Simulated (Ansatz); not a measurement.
Crystal: Hf.

```
Hf
1.0
     0.00000    2.22000    2.22000
     2.22000    0.00000    2.22000
     2.22000    2.22000    0.00000
Hf
1
Direct
  0.00000 0.00000 0.00000
```

This isn't the form of Hf at room conditions, which is hcp.

- Program: Ansatz 0.2.0
- Task: relaxation of cell and atoms
- Functional: LDA
- Potentials or basis: Ansatz PAW
- Cutoff: 420 eV (not typed: the program's choice for these potentials)
- k mesh: 10 × 10 × 10
- Occupations: fermi-dirac, width 0.05 eV
- Spin: no spin polarisation

At the start: volume 21.88 Å³/atom.

Where does the relaxation end?

It ends after 4 steps and the volume is 20.76 Å³/atom (-5.1 %); space group Fm-3m (No. 225, to 0.05 Å).

Step by step:
| step | energy change (eV) | largest force (eV/Å) | volume (Å³) |
| --- | --- | --- | --- |
| 1 | 0.0000 | 0.0000 | 21.88 |
| 2 | -0.0209 | 0.0000 | 20.85 |
| 3 | -0.0210 | 0.0000 | 20.76 |
| 4 | -0.0208 | 0.0000 | 20.76 |

Final structure:
```yaml
crystal:
  lattice:
    - [0.00000, 2.18135, 2.18135]
    - [2.18135, 0.00000, 2.18135]
    - [2.18135, 2.18135, 0.00000]
  atoms:
    - { symbol: Hf, position: [0.00000, 0.00000, 0.00000] }
```

Caveat: the plane-wave basis is chosen anew once the cell has moved, so the energies of steps on either side of that aren't comparable; the PAW data sets come from PBE, with cores solved anew for the run's functional, which leaves a small shift of forces and pressure.
